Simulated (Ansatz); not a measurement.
A trial cell of Bi, before relaxation:

```yaml
crystal:
  lattice:
    - [2.70432, 0.00000, 0.00000]
    - [0.00000, 2.70432, 0.00000]
    - [0.00000, 0.00000, 4.96656]
  atoms:
    - { symbol: Bi, position: [0.50000, 0.50000, 0.00000] }
```

All numbers below come from DFT PBE, scalar-relativistic, plane waves, PAW (Ansatz 0.2.0). Cutoff 420 eV, Gaussian smearing, Γ-centred meshes. Cell and atoms relax first on a coarse mesh and then on a finer one. In between, the cell is made exact in the group found at 0.06 Å. In metals the finer mesh still leaves noise of several meV/atom or more. The steps can't lower the symmetry of their start. No spin polarisation.

A guess keeps its type if space group and coordination stay and the shape of the cell changes little (axis ratios within about 15 %, angles within 6°); the volume may change.

**Question.** Will the relaxed cell still be of the starting type?

**Answer.** It doesn't keep its type. The symmetry goes from P4/mmm (No. 123) to Pm-3m (No. 221). The end has the simple cubic type. The volume per atom shrinks by 3.3 %, from 36.3 to 35.1 Å³. The shortest distance goes from 2.70 Å (Bi–Bi) to 3.28 Å (Bi–Bi). Counting neighbours within 15 % of an atom's shortest distance, the start has Bi 4 and the end Bi 6. In detail, at the end Bi is surrounded by 6 Bi at 3.28 Å.

```
Bi
1.0
     3.27516    0.00000    0.00000
     0.00000    3.27516    0.00000
     0.00000    0.00000    3.27516
Bi
1
Direct
  0.50000 0.50000 0.50000
```

Energies count from the standard state of Bi at the same level.

**Question.** At what energy does it end?

**Answer.** +0.05 eV/atom. It lies above the standard state, so it could only be metastable.

The last run used a 16×16×16 mesh for its 1-atom cell and Gaussian smearing of 0.10 eV. Spin–orbit coupling, which can matter for Bi, is left out. Symmetry constrained the relaxation, so the result can be a saddle point.
